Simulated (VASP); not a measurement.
Level of theory: optB86b-vdW, VASP's PBE PAW potentials (set 64) (plane waves; VASP).

The input files of a VASP run:

KPOINTS:
```
Automatic mesh
0
Gamma
8 8 8
0 0 0
```

POSCAR:
```
CaF2
1
    0.0000000000     2.7301357050     2.7301357050
    2.7301357050     0.0000000000     2.7301357050
    2.7301357050     2.7301357050    -0.0000000000
Ca F
1 2
Direct
  1.0000000000   0.0000000000   0.0000000000
  0.2500000000   0.2500000000   0.2500000000
  0.7500000000   0.7500000000   0.7500000000
```

**INCAR**
```
# general
SYSTEM    =  CaF2
PREC      =  Accurate
ENCUT     =  520   # plane-wave cut-off (eV)
LREAL     =  .FALSE.   # projection in real space or not
LASPH     =  .TRUE.

# electronic loop
EDIFF     =  1E-7   # SCF stop (eV)
NELM      =  100   # most electronic steps
ALGO      =  Normal   # blocked Davidson

# smearing
ISMEAR    =  -5   # tetrahedra, Bloechl

# functional
GGA       =  MK
LUSE_VDW  =  .TRUE.
AGGAC     =  0.0
PARAM1    =  0.1234
PARAM2    =  1.0

# ions
ISIF      =  2   # forces and stress, cell fixed

# output
LWAVE     =  .FALSE.
LCHARG    =  .TRUE.
LORBIT    =  11   # lm-projected
NEDOS     =  601   # DOS grid

# other
LEFG      =  .TRUE.
```

POTCAR, in this order: Ca_sv F (PBE.64 set). Program: vasp_std.

The resulting files:

### OUTCAR
```
 ion  position               nearest neighbor table
   1  0.000  0.000  0.000-   3 2.36   3 2.36   3 2.36   2 2.36   3 2.36   2 2.36   2 2.36   2 2.36
  LATTYP: Found a face centered cubic cell.
 ALAT       =     5.4602714100
 Subroutine PRICEL returns:
 Original cell was already a primitive cell.
 Subroutine GETGRP returns: Found 48 space group operations
The static configuration has the point symmetry O_h .
The dynamic configuration has the point symmetry O_h .
 Subroutine INISYM returns: Found 48 space group operations
 Subroutine IBZKPT returns following result:
 Found     29 irreducible k-points:

 Following reciprocal coordinates:
            Coordinates               Weight
  0.000000  0.000000  0.000000      1.000000
  0.125000  0.000000  0.000000      8.000000
  0.250000  0.000000  0.000000      8.000000
  0.375000  0.000000  0.000000      8.000000
  0.500000  0.000000  0.000000      4.000000
  0.125000  0.125000  0.000000      6.000000
  0.250000  0.125000  0.000000     24.000000
  0.375000  0.125000  0.000000     24.000000
  0.500000  0.125000  0.000000     24.000000
 -0.375000  0.125000  0.000000     24.000000
 -0.250000  0.125000  0.000000     24.000000
 -0.125000  0.125000  0.000000     12.000000
  0.250000  0.250000  0.000000      6.000000
  0.375000  0.250000  0.000000     24.000000
  0.500000  0.250000  0.000000     24.000000
 -0.375000  0.250000  0.000000     24.000000
 -0.250000  0.250000  0.000000     12.000000
  0.375000  0.375000  0.000000      6.000000
  0.500000  0.375000  0.000000     24.000000
 -0.375000  0.375000  0.000000     12.000000
  0.500000  0.500000  0.000000      3.000000
  0.375000  0.250000  0.125000     24.000000
  0.500000  0.250000  0.125000     48.000000
 -0.375000  0.250000  0.125000     24.000000
  0.500000  0.375000  0.125000     24.000000
...
```

### OSZICAR
```
       N       E                     dE             d eps       ncg     rms          rms(c)
DAV:   1     0.234327941222E+03    0.23433E+03   -0.14114E+04   928   0.154E+03
DAV:   2    -0.279440253696E+01   -0.23712E+03   -0.23345E+03  1192   0.393E+02
DAV:   3    -0.123909981552E+02   -0.95966E+01   -0.95898E+01  1080   0.906E+01
DAV:   4    -0.127365875031E+02   -0.34559E+00   -0.34546E+00  1568   0.131E+01
DAV:   5    -0.127391876287E+02   -0.26001E-02   -0.26001E-02  1056   0.121E+00    0.791E+00
DAV:   6    -0.114357437337E+02    0.13034E+01   -0.70528E+00   960   0.189E+01    0.310E+00
DAV:   7    -0.114314204776E+02    0.43233E-02   -0.18987E-01  1240   0.395E+00    0.165E+00
DAV:   8    -0.114388228679E+02   -0.74024E-02   -0.30100E-02  1072   0.220E+00    0.192E-01
DAV:   9    -0.114415945875E+02   -0.27717E-02   -0.65146E-03  1320   0.629E-01    0.131E-01
DAV:  10    -0.114421503826E+02   -0.55580E-03   -0.74748E-04   976   0.229E-01    0.305E-02
DAV:  11    -0.114421500253E+02    0.35732E-06   -0.10102E-04  1304   0.908E-02    0.104E-02
DAV:  12    -0.114421540681E+02   -0.40428E-05   -0.13097E-05  1104   0.330E-02    0.324E-03
DAV:  13    -0.114421542472E+02   -0.17909E-06   -0.33090E-06  1400   0.139E-02    0.312E-03
DAV:  14    -0.114421539219E+02    0.32537E-06   -0.58472E-07  1168   0.825E-03    0.424E-04
DAV:  15    -0.114421539369E+02   -0.15070E-07   -0.25258E-08   600   0.161E-03
   1 F= -.11442154E+02 E0= -.11442154E+02  d E =0.000000E+00
```

**OUTCAR**
```
------------------------ aborting loop because EDIFF is reached ----------------------------------------
  FORCE on cell =-STRESS in cart. coord.  units (eV):
  Direction    XX          YY          ZZ          XY          YZ          ZX
  --------------------------------------------------------------------------------------
  Total       -0.0340470     -0.0340470     -0.0340470      0.0000000     -0.0000000      0.0000000
  in kB       -1.3403161     -1.3403161     -1.3403161      0.0000000     -0.0000000      0.0000000
  external PRESSURE =      -1.3403161 kB  Pullay stress =       0.0000000 kB
  volume of cell :       40.70
      direct lattice vectors                 reciprocal lattice vectors
     0.000000000  2.730135705  2.730135705    -0.183141079  0.183141079  0.183141079
     2.730135705  0.000000000  2.730135705     0.183141079 -0.183141079  0.183141079
     2.730135705  2.730135705  0.000000000     0.183141079  0.183141079 -0.183141079
 POSITION                                       TOTAL-FORCE (eV/Angst)
 -----------------------------------------------------------------------------------
      0.00000      0.00000      0.00000        -0.000000     -0.000000     -0.000000
      1.36507      1.36507      1.36507         0.000000      0.000000      0.000000
      4.09520      4.09520      4.09520        -0.000000      0.000000     -0.000000
 -----------------------------------------------------------------------------------
    total drift:                                0.000000     -0.000000      0.000000
  FREE ENERGIE OF THE ION-ELECTRON SYSTEM (eV)
  ---------------------------------------------------
  free  energy   TOTEN  =       -11.4421539369 eV

  energy  without entropy=      -11.4421539369  energy(sigma->0) =      -11.44215394

 total charge

# of ion       s       p       d       tot
------------------------------------------
    1        2.020   5.869   0.216   8.105
    2        1.728   4.385   0.000   6.114
    3        1.728   4.385   0.000   6.114
--------------------------------------------------
tot          5.477  14.640   0.216  20.332

 Electric field gradients after diagonalization (V/A^2)
 (convention: |V_zz| > |V_xx| > |V_yy|)
----------------------------------------------------------------------
 ion       V_xx      V_yy      V_zz     asymmetry (V_yy - V_xx)/ V_zz
----------------------------------------------------------------------
   1       0.000     0.000    -0.001       0.000
   2       0.002     0.002    -0.004       0.000
   3       0.002     0.002    -0.004       0.000
```
(Selected blocks of OUTCAR.)

The compound is CaF2 in the fluorite structure. The cell was not relaxed at this level.
